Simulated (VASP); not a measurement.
# BaTiO3 in VASP: a series of runs, part 2 of 2

VASP 6.6.1. Earlier steps stand in the parts before.

## Step 5: Single point, PBE

Contents of INCAR:

```
SYSTEM = BaTiO3
PREC = Accurate
ENCUT = 460
EDIFF = 1E-7
ISMEAR = -5
SIGMA = 0.05
LREAL = .FALSE.
LASPH = .TRUE.
NELM = 100
ALGO = Normal
ISIF = 2
LWAVE = .FALSE.
LCHARG = .FALSE.
GGA = PE
NBANDS = 28
ADDGRID = .FALSE.
```

Contents of KPOINTS:

```
regular mesh
0
G
  7 7 7
  0 0 0
```

Contents of POSCAR:

```
BaTiO3
1.0
    3.9998000000      0.0000000000      0.0000000000
    0.0000000000      3.9998000000      0.0000000000
    0.0000000000      0.0000000000      4.0180000000
Ba Ti O
1 1 3
Direct
    0.0050340000     -0.0151990000     -0.0081960000
    0.5109990000      0.5026790000      0.4796360000
   -0.0079330000      0.4990990000      0.5319510000
    0.5087000000     -0.0034200000      0.5100070000
    0.5274750000      0.4823970000      0.0100750000
```

Started as:

```
$ cat potpaw_PBE.64/Ba_sv/POTCAR potpaw_PBE.64/Ti_sv/POTCAR potpaw_PBE.64/O/POTCAR > POTCAR
$ mpirun -np 1 vasp_std > vasp.out
```

Run time: 1.8 min. Hardware: 1 thread of Intel Xeon 6975P-C (Granite Rapids), shared host; peak memory 0.35 GiB.

The run converged, but some of its settings lie outside the range that counts as converged, so its numbers aren't taken as properties of the crystal.

Results:

```yaml
Free_energy: -39.8839 eV
Pressure: 4.0 GPa
Largest_force: 1.050 eV/Å
Band_gap_on_the_k_mesh: 1.95 eV, indirect (least direct gap 2.15 eV)
```

Caveat: the cutoff is under 1.25 times the usual one of these potentials, so pressure, stress and relaxed cells hold a basis-set (Pulay) error; spin-orbit coupling is left out, which moves the levels of the heavy elements; an odd mesh through Γ misses points on the zone boundary, where band edges often lie.

## Step 6: Single point, PBE

INCAR, as its differences from that of step 5:

```diff
@@ -1,6 +1,6 @@
 SYSTEM = BaTiO3
-PREC = Accurate
-ENCUT = 460
+PREC = Normal
+ENCUT = 520
 EDIFF = 1E-7
-ISMEAR = -5
+ISMEAR = 0
 SIGMA = 0.05
```

KPOINTS is that of step 5.

POSCAR is that of step 5.

Potentials or basis: VASP PAW PBE potentials, release 64 (Ba_sv, Ti_sv, O).

Started as:

```
$ cat potpaw_PBE.64/Ba_sv/POTCAR potpaw_PBE.64/Ti_sv/POTCAR potpaw_PBE.64/O/POTCAR > POTCAR
$ mpirun -np 1 vasp_std > vasp.out
```

OUTCAR:

```text
SYSTEM = BaTiO3
   PREC = Normal
   ENCUT = 520
   EDIFF = 1E-7
   ISMEAR = 0
   LREAL = .FALSE.
   LASPH = .TRUE.
   NELM = 100
   ISIF = 2
   GGA = PE

 Found    172 irreducible k-points:

 Following reciprocal coordinates:
            Coordinates               Weight
  0.000000  0.000000  0.000000      1.000000
  0.142857  0.000000  0.000000      2.000000
  0.000000  0.142857  0.000000      2.000000
  0.285714  0.000000  0.000000      2.000000
  0.000000  0.285714  0.000000      2.000000
  0.428571  0.000000  0.000000      2.000000
   k-points           NKPTS =    172   k-points in BZ     NKDIM =    172   number of bands    NBANDS=     28
   number of dos      NEDOS =    301   number of ions     NIONS =      5
   total plane-waves  NPLWV =  13824
   dimension x,y,z NGX =    24 NGY =   24 NGZ =   24
   dimension x,y,z NGXF=    48 NGYF=   48 NGZF=   48
   ions per type =               1   1   3
   NGX,Y,Z   is equivalent  to a cutoff of   9.98,  9.98,  9.93 a.u.
   NGXF,Y,Z  is equivalent  to a cutoff of  19.95, 19.95, 19.86 a.u.
 SYSTEM =  BaTiO3
   PREC   = normal    normal or accurate (medium, high low for compatibility)
   ISTART =      0    job   : 0-new  1-cont  2-samecut
   ICHARG =      2    charge: 1-file 2-atom 10-const
[... 59 lines left out ...]
 fundamental gap:      1.9526306241
 Fermi energy:         4.0614627534

 k-point     1 :       0.0000    0.0000    0.0000
  band No.  band energies     occupation
      1     -52.7280      2.00000
      2     -28.9685      2.00000
      3     -28.9527      2.00000
      4     -28.9407      2.00000
      5     -21.0026      2.00000
      6     -13.0807      2.00000
[... 175 lines left out ...]
     27      11.2410      0.00000
     28      12.1373      0.00000

 [... further k-points ...]

------------------------ aborting loop because EDIFF is reached ----------------------------------------

  FORCE on cell =-STRESS in cart. coord.  units (eV):
  Direction    XX          YY          ZZ          XY          YZ          ZX
  --------------------------------------------------------------------------------------
  -------------------------------------------------------------------------------------
  Total        1.7578409      1.8476122      2.1789500      0.0442117     -0.0280348     -0.0537895
  in kB       43.8130680     46.0505612     54.3089437      1.1019490     -0.6987507     -1.3406695
  external PRESSURE =      48.0575243 kB  Pullay stress =       0.0000000 kB

 VOLUME and BASIS-vectors are now :
 -----------------------------------------------------------------------------
  energy-cutoff  :      520.00
  volume of cell :       64.28
      direct lattice vectors                 reciprocal lattice vectors
     3.999800000  0.000000000  0.000000000     0.250012501  0.000000000  0.000000000
     0.000000000  3.999800000  0.000000000     0.000000000  0.250012501  0.000000000
     0.000000000  0.000000000  4.018000000     0.000000000  0.000000000  0.248880040

 POSITION                                       TOTAL-FORCE (eV/Angst)
 -----------------------------------------------------------------------------------
      0.02013      3.93901      3.98507         0.135319      0.362075      0.147713
      2.04389      2.01062      1.92718         0.297353     -0.207662      0.070396
      3.96807      1.99630      2.13738         0.645717     -0.073632     -0.690419
      2.03470      3.98612      2.04921        -0.351901     -0.364356     -0.231733
      2.10979      1.92949      0.04048        -0.726487      0.283575      0.704042
 -----------------------------------------------------------------------------------
    total drift:                                0.000688     -0.000980      0.000359

  FREE ENERGIE OF THE ION-ELECTRON SYSTEM (eV)
  ---------------------------------------------------
  free  energy   TOTEN  =       -39.8756480073 eV

  energy  without entropy=      -39.8756480073  energy(sigma->0) =      -39.87564801
```

It took 71 s on 1 thread of Intel Xeon 6975P-C (Granite Rapids), shared host; peak memory 0.37 GiB.

The run converged, but some of its settings lie outside the range that counts as converged, so its numbers aren't taken as properties of the crystal.

Results:

* Free energy: -39.8756 eV
* Pressure: 4.8 GPa
* Largest force: 1.051 eV/Å
* Band gap on the k mesh: 1.95 eV, indirect (least direct gap 2.15 eV)

Caveat: spin-orbit coupling is left out, which moves the levels of the heavy elements; an odd mesh through Γ misses points on the zone boundary, where band edges often lie.
